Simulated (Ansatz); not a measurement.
# HfSi2: the cost of one run

Computed with Ansatz 0.2.0 (DFT PBE, scalar-relativistic, plane waves, PAW, unless a step's input says otherwise).

2 further runs of the same task are left out: 2 set aside as unsound or not needed.

**1. The starting structure**

The structure is orthorhombic, space group Cmcm (No. 63). Conventional cell: a = 3.683 Å, b = 14.593 Å, c = 3.659 Å, α = 90.00°, β = 90.00°, γ = 90.00°. Hf (site symmetry m2m) is surrounded by 10 Si at 2.70 to 2.97 Å. Around Si (site symmetry m2m) lie 2 Si at 2.42 Å and 6 Hf at 2.70 to 2.97 Å. Around Si (site symmetry m2m) lie 4 Si at 2.60 Å and 4 Hf at 2.80 Å.

As a file:

```cif
data_structure
_symmetry_space_group_name_H-M 'P 1'
_symmetry_Int_Tables_number 1
_cell_length_a 7.5252
_cell_length_b 7.5252
_cell_length_c 3.6591
_cell_angle_alpha 90.000
_cell_angle_beta 90.000
_cell_angle_gamma 151.673
_cell_volume 98.32
loop_
_atom_site_label
_atom_site_type_symbol
_atom_site_fract_x
_atom_site_fract_y
_atom_site_fract_z
_atom_site_occupancy
Hf1 Hf 0.60547 0.39453 0.25000 1
Hf2 Hf 0.39453 0.60547 0.75000 1
Si1 Si 0.94576 0.05424 0.25000 1
Si2 Si 0.05424 0.94576 0.75000 1
Si3 Si 0.24970 0.75030 0.25000 1
Si4 Si 0.75030 0.24970 0.75000 1
```

This cell was relaxed beforehand with the same method: volume 16.39 Å³/atom, gap on the mesh none (metal).

**2. The bulk in the cell of the plane**

input.yaml reads:

```yaml
crystal:
  lattice:
    - [3.6826381087, 0.0, 0.0]
    - [-1.8413190543, 8.1625312873, 0.0]
    - [0.0, 1.6402754037, 3.2708249575]
  atoms:
    - { symbol: Hf, position: [0.6054711517, 0.2109423034, 0.0390576966] }
    - { symbol: Hf, position: [0.3945288483, 0.7890576966, 0.9609423034] }
    - { symbol: Si, position: [0.9457630242, 0.8915260484, 0.3584739516] }
    - { symbol: Si, position: [0.0542369758, 0.1084739516, 0.6415260484] }
    - { symbol: Si, position: [0.2497015884, 0.4994031767, 0.7505968233] }
    - { symbol: Si, position: [0.7502984116, 0.5005968233, 0.2494031767] }
basis:
  ecutwfc: 420
kpoints:
  mp_grid: { grid: [10, 5, 11] }
hamiltonian:
  xc: pbe
scf:
  occupations: { method: gaussian, width: 0.1 }
output:
  forces: true
  stress: true
  eigenvalues: true
```

On the command line:

```sh
> ansatz run input.yaml --threads 8 --pin off --max-ram 15360MiB --backend cpu --events-out ev --progress --plain --runs-dir out
```

**Question.** How long does this run take on 8 threads of Arm Neoverse V1, shared host, and how much memory does it need?

About 8.8 s, with a peak of 1.1 GiB.
